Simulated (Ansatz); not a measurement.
# Residual resistivity of an alloy: Ir(111) with 4 layers of random Ir-Ru, 2x2, part 2 of 2

Aim: the residual resistivity of a random alloy, from Ir(111) with 4 layers of random Ir-Ru, 2x2 and longer regions.

Ansatz 0.2.0; Ansatz plane-wave DFT, PBE, PAW files; ballistic transport by layer matching (Landauer), zero bias; PAW set soft_1.

So far. Step 3 (With 8 alloy layers): Over the solved energies the transmission per spin lies between 5.16 and 5.30, out of 6.05 channels of the lead on average (up to 6.26).

## Step 4: With 12 alloy layers

In 12 layers a share of 0.125 of the sites is given to Ru at random. A fresh draw is used; the growth of the resistance with length is what counts.

System of this step: Ir(111) with 12 layers of random Ir-Ru, 2x2. The cell holds 72 atoms: 66 Ir and 6 Ru. Cell: a = 5.430 Å, b = 5.430 Å, c = 39.900 Å, α = 90.0°, β = 90.0°, γ = 120.0°. It derives from Ir. Regions: lead, 24 atoms (24 Ir); scattering region, 48 atoms (42 Ir and 6 Ru). The structure is stacked along c, and the current runs across the ab planes.

input.yaml reads:

```yaml
crystal:
  lattice:
    - [5.4297315514, 0.0, 0.0]
    - [-2.7148657757, 4.7022854592, 0.0]
    - [0.0, 0.0, 39.9002152235]
  atoms:
    - { symbol: Ir, position: [0.0, 0.0, 0.0277777778] }
    - { symbol: Ir, position: [0.0, 0.5, 0.0277777778] }
    - { symbol: Ir, position: [0.5, 0.0, 0.0277777778] }
    - { symbol: Ir, position: [0.5, 0.5, 0.0277777778] }
    - { symbol: Ir, position: [0.1666666667, 0.3333333333, 0.0833333333] }
    - { symbol: Ir, position: [0.1666666667, 0.8333333333, 0.0833333333] }
    - { symbol: Ir, position: [0.6666666667, 0.3333333333, 0.0833333333] }
    - { symbol: Ir, position: [0.6666666667, 0.8333333333, 0.0833333333] }
    - { symbol: Ir, position: [0.3333333333, 0.1666666667, 0.1388888889] }
    - { symbol: Ir, position: [0.3333333333, 0.6666666667, 0.1388888889] }
    - { symbol: Ir, position: [0.8333333333, 0.1666666667, 0.1388888889] }
    - { symbol: Ir, position: [0.8333333333, 0.6666666667, 0.1388888889] }
    - { symbol: Ir, position: [0.0, 0.0, 0.1944444444] }
    - { symbol: Ir, position: [0.0, 0.5, 0.1944444444] }
    - { symbol: Ir, position: [0.5, 0.0, 0.1944444444] }
    - { symbol: Ir, position: [0.5, 0.5, 0.1944444444] }
    - { symbol: Ir, position: [0.1666666667, 0.3333333333, 0.25] }
    - { symbol: Ir, position: [0.1666666667, 0.8333333333, 0.25] }
    - { symbol: Ir, position: [0.6666666667, 0.3333333333, 0.25] }
    - { symbol: Ir, position: [0.6666666667, 0.8333333333, 0.25] }
    - { symbol: Ir, position: [0.3333333333, 0.1666666667, 0.3055555556] }
    - { symbol: Ir, position: [0.3333333333, 0.6666666667, 0.3055555556] }
    - { symbol: Ir, position: [0.8333333333, 0.1666666667, 0.3055555556] }
    - { symbol: Ir, position: [0.8333333333, 0.6666666667, 0.3055555556] }
    - { symbol: Ir, position: [0.0, 0.0, 0.3611111111] }
    - { symbol: Ru, position: [0.0, 0.5, 0.3611111111] }
    - { symbol: Ir, position: [0.5, 0.0, 0.3611111111] }
    - { symbol: Ir, position: [0.5, 0.5, 0.3611111111] }
    - { symbol: Ir, position: [0.1666666667, 0.3333333333, 0.4166666667] }
    - { symbol: Ir, position: [0.1666666667, 0.8333333333, 0.4166666667] }
    - { symbol: Ir, position: [0.6666666667, 0.3333333333, 0.4166666667] }
    - { symbol: Ru, position: [0.6666666667, 0.8333333333, 0.4166666667] }
    - { symbol: Ir, position: [0.3333333333, 0.1666666667, 0.4722222222] }
    - { symbol: Ir, position: [0.3333333333, 0.6666666667, 0.4722222222] }
    - { symbol: Ru, position: [0.8333333333, 0.1666666667, 0.4722222222] }
    - { symbol: Ir, position: [0.8333333333, 0.6666666667, 0.4722222222] }
    - { symbol: Ir, position: [0.0, 0.0, 0.5277777778] }
    - { symbol: Ru, position: [0.0, 0.5, 0.5277777778] }
    - { symbol: Ir, position: [0.5, 0.0, 0.5277777778] }
    - { symbol: Ir, position: [0.5, 0.5, 0.5277777778] }
    - { symbol: Ir, position: [0.1666666667, 0.3333333333, 0.5833333333] }
    - { symbol: Ir, position: [0.1666666667, 0.8333333333, 0.5833333333] }
    - { symbol: Ru, position: [0.6666666667, 0.3333333333, 0.5833333333] }
    - { symbol: Ir, position: [0.6666666667, 0.8333333333, 0.5833333333] }
    - { symbol: Ir, position: [0.3333333333, 0.1666666667, 0.6388888889] }
    - { symbol: Ir, position: [0.3333333333, 0.6666666667, 0.6388888889] }
    - { symbol: Ir, position: [0.8333333333, 0.1666666667, 0.6388888889] }
    - { symbol: Ir, position: [0.8333333333, 0.6666666667, 0.6388888889] }
    - { symbol: Ir, position: [0.0, 0.0, 0.6944444444] }
    - { symbol: Ru, position: [0.0, 0.5, 0.6944444444] }
    - { symbol: Ir, position: [0.5, 0.0, 0.6944444444] }
    - { symbol: Ir, position: [0.5, 0.5, 0.6944444444] }
    - { symbol: Ir, position: [0.1666666667, 0.3333333333, 0.75] }
    - { symbol: Ir, position: [0.1666666667, 0.8333333333, 0.75] }
    - { symbol: Ir, position: [0.6666666667, 0.3333333333, 0.75] }
    - { symbol: Ir, position: [0.6666666667, 0.8333333333, 0.75] }
    - { symbol: Ir, position: [0.3333333333, 0.1666666667, 0.8055555556] }
    - { symbol: Ir, position: [0.3333333333, 0.6666666667, 0.8055555556] }
    - { symbol: Ir, position: [0.8333333333, 0.1666666667, 0.8055555556] }
    - { symbol: Ir, position: [0.8333333333, 0.6666666667, 0.8055555556] }
    - { symbol: Ir, position: [0.0, 0.0, 0.8611111111] }
    - { symbol: Ir, position: [0.0, 0.5, 0.8611111111] }
    - { symbol: Ir, position: [0.5, 0.0, 0.8611111111] }
    - { symbol: Ir, position: [0.5, 0.5, 0.8611111111] }
    - { symbol: Ir, position: [0.1666666667, 0.3333333333, 0.9166666667] }
    - { symbol: Ir, position: [0.1666666667, 0.8333333333, 0.9166666667] }
    - { symbol: Ir, position: [0.6666666667, 0.3333333333, 0.9166666667] }
    - { symbol: Ir, position: [0.6666666667, 0.8333333333, 0.9166666667] }
    - { symbol: Ir, position: [0.3333333333, 0.1666666667, 0.9722222222] }
    - { symbol: Ir, position: [0.3333333333, 0.6666666667, 0.9722222222] }
    - { symbol: Ir, position: [0.8333333333, 0.1666666667, 0.9722222222] }
    - { symbol: Ir, position: [0.8333333333, 0.6666666667, 0.9722222222] }
kpoints:
  mp_grid: { grid: [5, 5, 1] }
hamiltonian:
  xc: pbe
  pseudopotentials: { kind: paw, azcp: { folder: soft_1 } }
scf:
  occupations: { method: fermi_dirac, width: 0.1 }
output:
  transmission:
    leads: [[0, 4]]
    kmesh: [10, 10]
    e_range: [-0.05, 0.05]
    de: 0.05
  write_potential: true
  write_density: true
  volumetric_format: npy
```

Launch:

```
> ansatz run input.yaml --threads 4 --pin off --max-ram 15360MiB --backend cpu --events-out ev --progress --plain --runs-dir out
```

Numbers of over 12 decimals in the logs are rounded to 6 here.

Output:

```text
[...]
Crystal: 72 atoms, lattice volume = 1018.738 Å³
Basis set: ecut = 420 eV, 19879 PW (Γ)
Bands: 731, of which v1, the nominal top of the filled ones, is band 609 counted from 1 (608 counted from 0)
Symmetry: 1 space group operations
[...]
k-points: 13 of 25 (time reversal used)
[...]
SCF iter   1: F=—  HF=-823119.775138 eV  |F-HF|=—  |Δ(HF+E_count)|=         —  Δρ=8.52e-2  dr2=1.50e2  ethr=3.10e-3  ⟨swp⟩=5.0  Hψ=30057  notcnv=0  defer=40
[...]
SCF iter  11: F=-823105.248328 eV  HF=-823105.248328 eV  |F-HF|=4.11e-8  |Δ(HF+E_count)|=   5.59e-9  Δρ=3.47e-7  dr2=4.21e-8  ethr=8.21e-12  ⟨swp⟩=8.0  Hψ=22691  notcnv=0
SCF 1 converged in 11 iterations: F = -823105.248328 eV  dr2 = 4.21e-8
[...]
transmission: 381 of 3796 steps passed
transmission: 761 of 3796 steps passed
[...]
transmission: 3796 of 3796 steps passed
SCF converged after 11 iterations
Free energy (F): -823105.248328 eV
[...]
Internal energy: -823103.206789 eV  (E = F + TS)
E sigma→0 (E₀):  -823104.227559 eV
Entropy (-TS):   -2.041540 eV (-28.355 meV/atom)
Fermi energy:    25.504419 eV
[...]
--- Band table (eV; the first three rows and the last of 13) ---
  k-point 0: bands = [... 605 lower, 26.3858, 26.3858, 26.4006, 26.4024, 26.4024, 26.4225, 26.4262, 26.4267, ... 118 higher]
  k-point 1: bands = [... 605 lower, 25.8558, 25.8595, 25.8846, 25.8975, 25.9072, 25.9212, 25.9362, 25.9467, ... 118 higher]
  k-point 2: bands = [... 605 lower, 24.8803, 24.9011, 24.9387, 24.9719, 24.9869, 25.0121, 25.0300, 25.0786, ... 118 higher]
  k-point 12: bands = [... 605 lower, 25.2530, 25.5403, 25.5437, 25.5623, 25.5691, 25.5729, 25.5827, 25.6259, ... 118 higher]
--- Transmission ---
  basis      : 223 plane waves across, 73 finite elements along
  points     : 52, standing for a mesh of 10 x 10
[...]
channels       : 5.900000e0 a spin
[...]
junction   : crystal 0 to crystal 0, 1.52 to 39.20 Å
    transmission   : 4.988658e0 a spin
[...]
```

Run time: 14 min. Hardware: 4 threads of AMD EPYC 9R14 (Zen 4), shared host; peak memory 9.2 GiB; 51 min of CPU time.

This step gave:

* free energy: -823105.2483 eV
* energy at zero smearing: -823104.2276 eV
* Fermi energy: 25.50 eV
* transmission per spin nearest the Fermi level: 4.989
* open channels per spin nearest the Fermi level: 5.9
* step of the lead's potential: 0.9 meV

Per spin. Transmission, zone mean against energy, zero at the Fermi level:

```
energy (eV)  transmission, zone mean
    -0.0500                     4.95
     0.0000                     4.99
     0.0500                     5.05
```

Over the solved energies the transmission per spin lies between 4.95 and 5.05, out of 6.02 channels of the lead on average (up to 6.26).

## Step 5: The fit

This step: Ansatz plane-wave DFT, PBE, PAW files; ballistic transport by layer matching (Landauer), zero bias; residual resistivity from the slope of the area resistance, atoms on the host's lattice; PAW set soft_1 (Ansatz 0.2.0).

This step gave:

* resistivity: 2.754 µΩ cm
* intercept: 0.03866 fΩ m²
* scatter about the fit: 3.80e-4 fΩ m²

Resistance, by row:

```
run  length (Å)      T  channels N  RA (fΩ m²)
 n4       8.867  5.331        5.94     0.06334
 n8       17.73  5.215       6.047     0.08695
n12        26.6  4.996        6.02      0.1122
```

Area resistance against length of the alloy:

```
length of the alloy (Å)  area resistance (fΩ m²)
                   8.87                   0.0633
                  17.73                   0.0869
                  26.60                    0.112
```

The area resistance goes from 0.063 to 0.11 fΩ m² between 8.9 and 26.6 Å, a slope of 2.8 µΩ cm.

By hand from the end points: (0.1122 − 0.06334) fΩ m² / (26.60 − 8.87) Å = 2.8 µΩ cm, since 1 fΩ m² per Å is 1000 µΩ cm.

## Step 6: Summary of results

| Quantity | Value |
| --- | --- |
| resistivity from the slope | 2.75 µΩ cm |
| area resistance over 8.87 Å | 0.0633 fΩ m² |
| area resistance over 17.7 Å | 0.0869 fΩ m² |
| area resistance over 26.6 Å | 0.112 fΩ m² |

**Reading.** The slope gives 2.8 µΩ cm. The points scatter by 3.8e-4 fΩ m² about the line, with one random draw a length in a 2x2 cell, so the slope is a rough value. The lead's own channel count moves between the runs (5.94, 6.05 and 6.02), which shifts RA and the slope too. Read with a model of isotropic scattering on a spherical Fermi surface and the lead's 1.8×10¹⁵ S/m², this slope means a mean free path near 177 Å; over these lengths the model's slope is 1.17 times its bulk resistivity, which would be 2.3 µΩ cm. The draw over the shortest length came out nearly ordered, with 8 symmetry operations, so that point is a poor sample of a random alloy. The atoms sit on the host's lattice, so scattering by size misfit is left out. Spin-orbit coupling is left out, which matters for Ir.

[Logs are printed without paths, hosts, clocks, repeated set-up lines and the standing remarks that a program may print on its own settings, such as how far it seeks lower states.]

[Hosts, paths, dates, database ids (printed as entryN), source tags and the programs' standing remarks are cut or masked in the printed files.]
